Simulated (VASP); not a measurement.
# Sb (R-3m) in VASP: further runs, part 2 of 2

VASP 6.6.1. Earlier steps stand in the parts before.

## (4) Band structure, r2SCAN+rVV10

This run uses another cell than the first one, of 30.78 Å³/atom, 1.054 times its volume.

Contents of INCAR:

```
SYSTEM = Sb
  ALGO = Normal
  BPARAM = 11.95
  CPARAM = 0.0093
  EDIFF = 1E-6
  ENCUT = 520
  ICORELEVEL = 1
  ISIF = 2
  ISMEAR = 1
  IVDW_NL = 2
  LASPH = .True.
  LCHARG = .False.
  LMIXTAU = .True.
  LREAL = .False.
  LUSE_VDW = .True.
  LWAVE = .False.
  METAGGA = R2SCAN
  NBANDS = 12
  NELM = 80
  PREC = Accurate
  SIGMA = 0.1
```

Contents of KPOINTS:

```
k-points
0
Gamma
  12 12 10
  0 0 0
```

Contents of POSCAR:

```
Sb                                      
1.0
    2.1675673745      1.2514456072      3.7818958209
   -2.1675673745      1.2514456072      3.7818958209
    0.0000000000     -2.5028912144      3.7818958209
  Sb            
     2
Direct
     0.2336187601088619    0.2336187601088619    0.2336187601088619
     0.7663812398911380    0.7663812398911380    0.7663812398911380
```

Contents of KPOINTS_OPT:

```
explicit points
98
Reciprocal
 0.0000000000  0.0000000000  0.0000000000 1
 0.0555555556  0.0000000000  0.0000000000 1
 0.1111111111  0.0000000000  0.0000000000 1
 0.1666666667  0.0000000000  0.0000000000 1
 0.2222222222  0.0000000000  0.0000000000 1
 0.2777777778  0.0000000000  0.0000000000 1
 0.3333333333  0.0000000000  0.0000000000 1
 0.3888888889  0.0000000000  0.0000000000 1
 0.4444444444  0.0000000000  0.0000000000 1
 0.5000000000  0.0000000000  0.0000000000 1
 0.5000000000  0.0000000000  0.0000000000 1
 0.5000000000  0.0266319294 -0.0266319294 1
 0.5000000000  0.0532638587 -0.0532638587 1
 0.5000000000  0.0798957881 -0.0798957881 1
 0.5000000000  0.1065277175 -0.1065277175 1
 0.5000000000  0.1331596468 -0.1331596468 1
 0.5000000000  0.1597915762 -0.1597915762 1
 0.5000000000  0.1864235056 -0.1864235056 1
 0.5000000000  0.2130554349 -0.2130554349 1
 0.5000000000  0.2396873643 -0.2396873643 1
 0.7603126357  0.5000000000  0.2396873643 1
 0.7313890095  0.5000000000  0.2686109905 1
 0.7024653833  0.5000000000  0.2975346167 1
 0.6735417571  0.5000000000  0.3264582429 1
 0.6446181309  0.5000000000  0.3553818691 1
 0.6156945048  0.5000000000  0.3843054952 1
 0.5867708786  0.5000000000  0.4132291214 1
 0.5578472524  0.5000000000  0.4421527476 1
 0.5289236262  0.5000000000  0.4710763738 1
 0.5000000000  0.5000000000  0.5000000000 1
 0.5000000000  0.5000000000  0.5000000000 1
 0.4444444444  0.4444444444  0.4444444444 1
 0.3888888889  0.3888888889  0.3888888889 1
 0.3333333333  0.3333333333  0.3333333333 1
 0.2777777778  0.2777777778  0.2777777778 1
 0.2222222222  0.2222222222  0.2222222222 1
 0.1666666667  0.1666666667  0.1666666667 1
 0.1111111111  0.1111111111  0.1111111111 1
 0.0555555556  0.0555555556  0.0555555556 1
 0.0000000000  0.0000000000  0.0000000000 1
 0.0000000000  0.0000000000  0.0000000000 1
 0.0410937425  0.0000000000 -0.0410937425 1
 0.0821874849  0.0000000000 -0.0821874849 1
 0.1232812274  0.0000000000 -0.1232812274 1
 0.1643749699  0.0000000000 -0.1643749699 1
 0.2054687123  0.0000000000 -0.2054687123 1
 0.2465624548  0.0000000000 -0.2465624548 1
 0.2876561973  0.0000000000 -0.2876561973 1
 0.3287499397  0.0000000000 -0.3287499397 1
 0.3698436822  0.0000000000 -0.3698436822 1
 0.6301563178  0.3698436822  0.0000000000 1
 0.6156945047  0.3843054953  0.0000000000 1
 0.6012326916  0.3987673084  0.0000000000 1
 0.5867708785  0.4132291215  0.0000000000 1
 0.5723090654  0.4276909346  0.0000000000 1
 0.5578472524  0.4421527476  0.0000000000 1
 0.5433854393  0.4566145607  0.0000000000 1
 0.5289236262  0.4710763738  0.0000000000 1
 0.5144618131  0.4855381869  0.0000000000 1
 0.5000000000  0.5000000000  0.0000000000 1
 0.5000000000  0.5000000000  0.0000000000 1
 0.5144618131  0.5144618131  0.0266319294 1
 0.5289236262  0.5289236262  0.0532638587 1
 0.5433854393  0.5433854393  0.0798957881 1
 0.5578472524  0.5578472524  0.1065277175 1
 0.5723090654  0.5723090654  0.1331596468 1
 0.5867708785  0.5867708785  0.1597915762 1
 0.6012326916  0.6012326916  0.1864235056 1
 0.6156945047  0.6156945047  0.2130554349 1
 0.6301563178  0.6301563178  0.2396873643 1
 0.6301563178  0.6301563178  0.2396873643 1
 0.6156945047  0.6156945047  0.2686109905 1
 0.6012326916  0.6012326916  0.2975346167 1
 0.5867708785  0.5867708785  0.3264582429 1
 0.5723090654  0.5723090654  0.3553818691 1
 0.5578472524  0.5578472524  0.3843054952 1
 0.5433854393  0.5433854393  0.4132291214 1
 0.5289236262  0.5289236262  0.4421527476 1
 0.5144618131  0.5144618131  0.4710763738 1
 0.5000000000  0.5000000000  0.5000000000 1
 0.5000000000  0.0000000000  0.0000000000 1
 0.5289236262  0.0410937425  0.0410937425 1
 0.5578472524  0.0821874849  0.0821874849 1
 0.5867708786  0.1232812274  0.1232812274 1
 0.6156945048  0.1643749699  0.1643749699 1
 0.6446181309  0.2054687123  0.2054687123 1
 0.6735417571  0.2465624548  0.2465624548 1
 0.7024653833  0.2876561973  0.2876561973 1
 0.7313890095  0.3287499397  0.3287499397 1
 0.7603126357  0.3698436822  0.3698436822 1
 0.0000000000  0.0000000000  0.0000000000 1
 0.7603126357  0.5000000000  0.2396873643 1
 0.5000000000  0.2396873643 -0.2396873643 1
 0.5000000000  0.5000000000  0.0000000000 1
 0.5000000000  0.0000000000  0.0000000000 1
 0.7603126357  0.3698436822  0.3698436822 1
 0.6301563178  0.6301563178  0.2396873643 1
 0.6301563178  0.3698436822  0.0000000000 1
```

Potentials or basis: VASP PAW PBE potentials, release 64 (Sb).

Command:

```bash
> cat potpaw_PBE.64/Sb/POTCAR > POTCAR
> mpirun -np 1 vasp_std > vasp.out
```

OUTCAR:

```text
SYSTEM = Sb
   BPARAM = 11.95
   EDIFF = 1E-6
   ENCUT = 520
   ISIF = 2
   ISMEAR = 1
   IVDW_NL = 2
   LASPH = .True.
   LREAL = .False.
   METAGGA = R2SCAN
   NELM = 80
   PREC = Accurate

 ion  position               nearest neighbor table
   1  0.234  0.234  0.234-   2 2.93   2 2.93   2 2.93   2 3.37   2 3.37   2 3.37
   2  0.766  0.766  0.766-   1 2.93   1 2.93   1 2.93   1 3.37   1 3.37   1 3.37

  LATTYP: Found a trigonal (rhomboedric) cell.
 ALAT       =     4.5351075435
[... 510 lines left out ...]

  FORCE on cell =-STRESS in cart. coord.  units (eV):
  Direction    XX          YY          ZZ          XY          YZ          ZX
  --------------------------------------------------------------------------------------
  -------------------------------------------------------------------------------------
  Total       -0.0043693     -0.0043693      0.0023282      0.0000000      0.0000000      0.0000000
  in kB       -0.1137294     -0.1137294      0.0606012      0.0000000      0.0000000      0.0000000
  external PRESSURE =      -0.0556192 kB  Pullay stress =       0.0000000 kB

 VOLUME and BASIS-vectors are now :
 -----------------------------------------------------------------------------
  energy-cutoff  :      520.00
  volume of cell :       61.55
      direct lattice vectors                 reciprocal lattice vectors
     2.167567374  1.251445607  3.781895821     0.230673337  0.133179313  0.088139216
    -2.167567374  1.251445607  3.781895821    -0.230673337  0.133179313  0.088139216
     0.000000000 -2.502891214  3.781895821     0.000000000 -0.266358627  0.088139216

 POSITION                                       TOTAL-FORCE (eV/Angst)
 -----------------------------------------------------------------------------------
      0.00000      0.00000      2.65057         0.000000      0.000000      0.001847
      0.00000      0.00000      8.69512         0.000000     -0.000000     -0.001847
 -----------------------------------------------------------------------------------
    total drift:                               -0.000000     -0.000000     -0.000000

  FREE ENERGIE OF THE ION-ELECTRON SYSTEM (eV)
  ---------------------------------------------------
  free  energy   TOTEN  =       -51.0839316561 eV

  energy  without entropy=      -51.0841623902  energy(sigma->0) =      -51.08400857
```

OSZICAR:

```text
N       E                     dE             d eps       ncg     rms          rms(c)
DAV:   1    -0.752758618463E+01   -0.75276E+01   -0.36883E+03  9384   0.679E+02
DAV:   2    -0.502956731638E+02   -0.42768E+02   -0.41093E+02 12196   0.111E+02
DAV:   3    -0.523109184937E+02   -0.20152E+01   -0.19985E+01 11564   0.267E+01
[... 13 lines left out ...]
   1 F= -.51083932E+02 E0= -.51084009E+02  d E =0.230734E-03
       N       E                     dE             ncg
DAV:   1     0.123351127890E+05   -0.20367E+05     2352
DAV:   2     0.805775324844E+04   -0.42774E+04     3164
DAV:   3     0.785420673105E+04   -0.20355E+03     2900
DAV:   4     0.785251639370E+04   -0.16903E+01     2760
DAV:   5     0.785249620961E+04   -0.20184E-01     2884
DAV:   6     0.785249580720E+04   -0.40241E-03     2776
DAV:   7     0.785249579686E+04   -0.10334E-04     2748
DAV:   8     0.785249579643E+04   -0.42656E-06     1996
```

stdout:

```text
POSCAR found type information on POSCAR Sb
 POSCAR found :  1 types and       2 ions
 scaLAPACK will be used
 -----------------------------------------------------------------------------
|                                                                             |
|                                                                             |
[... 53 lines left out ...]
Total rVV10 correction in eV:      0.3029469    18.5834144
Total rVV10 correction in eV:      0.3029471    18.5834144
Total rVV10 correction in eV:      0.3029484    18.5834144
Total rVV10 correction in eV:      0.3029498    18.5834144
Total rVV10 correction in eV:      0.3029480    18.5834144
Total rVV10 correction in eV:      0.3029489    18.5834144
 Start KPOINTS_OPT (optional k-point list driver)
k-point batch [1-98\98]
```

Run time: 12 min. Hardware: 1 thread of Intel Xeon Platinum 8488C (Sapphire Rapids), shared host; peak memory 0.58 GiB.

What came out:

| Item | Value |
| --- | --- |
| Free energy | -51.0839 eV |
| Pressure | 0.0 GPa |
| Band gap along the path | none (metal or under the smearing width) |

Levels at the corners of the path, in eV from the Fermi level:
| point | band 1 | band 2 | band 3 | band 4 | band 5 | band 6 | band 7 | band 8 | band 9 | band 10 |
| --- | --- | --- | --- | --- | --- | --- | --- | --- | --- | --- |
| Γ | -13.21 | -4.90 | -2.25 | -1.99 | -1.99 | 2.12 | 2.74 | 2.74 | 5.38 | 5.38 |
| L | -10.77 | -10.01 | -2.12 | -1.99 | -0.37 | -0.12 | 0.29 | 0.48 | 8.03 | 8.51 |
| L | -10.77 | -10.01 | -2.12 | -1.99 | -0.37 | -0.12 | 0.29 | 0.48 | 8.03 | 8.51 |
| B1 | -10.22 | -9.40 | -5.20 | -5.05 | -0.86 | 0.73 | 4.81 | 4.88 | 6.24 | 6.42 |
| B | -10.22 | -9.40 | -5.20 | -5.05 | -0.86 | 0.73 | 4.81 | 4.88 | 6.24 | 6.42 |
| Z | -11.63 | -9.31 | -1.47 | -1.47 | -0.39 | 0.08 | 0.08 | 1.22 | 7.42 | 8.95 |
| Z | -11.63 | -9.31 | -1.47 | -1.47 | -0.39 | 0.08 | 0.08 | 1.22 | 7.42 | 8.95 |
| Γ | -13.21 | -4.90 | -2.25 | -1.99 | -1.99 | 2.12 | 2.74 | 2.74 | 5.38 | 5.38 |
| Γ | -13.21 | -4.90 | -2.25 | -1.99 | -1.99 | 2.12 | 2.74 | 2.74 | 5.38 | 5.38 |
| X | -10.22 | -9.48 | -5.51 | -3.36 | -3.06 | 2.86 | 3.32 | 4.39 | 6.11 | 7.58 |
| Q | -10.22 | -9.48 | -5.51 | -3.36 | -3.06 | 2.86 | 3.32 | 4.39 | 6.11 | 7.58 |
| F | -10.77 | -8.31 | -5.63 | -3.96 | -3.88 | 1.71 | 5.07 | 5.73 | 7.16 | 8.98 |
| F | -10.77 | -8.31 | -5.63 | -3.96 | -3.88 | 1.71 | 5.07 | 5.73 | 7.16 | 8.98 |
| P1 | -10.62 | -9.05 | -5.56 | -3.42 | -2.84 | 2.58 | 3.23 | 4.89 | 6.21 | 8.12 |
| P1 | -10.62 | -9.05 | -5.56 | -3.42 | -2.84 | 2.58 | 3.23 | 4.89 | 6.21 | 8.12 |
| Z | -11.63 | -9.31 | -1.47 | -1.47 | -0.39 | 0.08 | 0.08 | 1.22 | 7.42 | 8.95 |
| L | -10.77 | -10.01 | -2.12 | -1.99 | -0.37 | -0.12 | 0.29 | 0.48 | 8.03 | 8.51 |
| P | -10.62 | -9.05 | -5.56 | -3.42 | -2.84 | 2.58 | 3.23 | 4.89 | 6.21 | 8.12 |

Core levels (eV, on the scale of the bands):
| atom | levels |
| --- | --- |
| 1 Sb | 1s -30408.7, 2s -4644.1, 2p -4174.4, 3s -913.0, 3p -758.7, 3d -523.3, 4s -145.9, 4p -98.2, 4d -28.1 |
| 2 Sb | 1s -30408.7, 2s -4644.1, 2p -4174.4, 3s -913.0, 3p -758.7, 3d -523.3, 4s -145.9, 4p -98.2, 4d -28.1 |

Caveat: the PAW data sets were made with another functional, which shifts forces and pressure a little; spin-orbit coupling is left out, which moves the levels of the heavy elements.

## (5) Summary

```csv
level,potentials or basis,cell,pressure (GPa)
LDA,"VASP PAW LDA potentials, release 64 (Sb)","R-3m, 29.2 Å³/atom",0.0
RPBE,"VASP PAW PBE potentials, release 64 (Sb)","R-3m, 33.28 Å³/atom",0.0
r2SCAN+rVV10,"VASP PAW PBE potentials, release 64 (Sb)","R-3m, 30.78 Å³/atom",0.0
```

Alike in all rows: task band structure; no spin polarisation; k mesh 12 × 12 × 10; cutoff (eV) 520; smearing methfessel-paxton 0.1 eV.

Caveats: spin-orbit coupling is left out, which moves the levels of the heavy elements; the PAW data sets were made with another functional, which shifts forces and pressure a little (some runs).

Absolute energies hang on the potentials; compare differences alone.
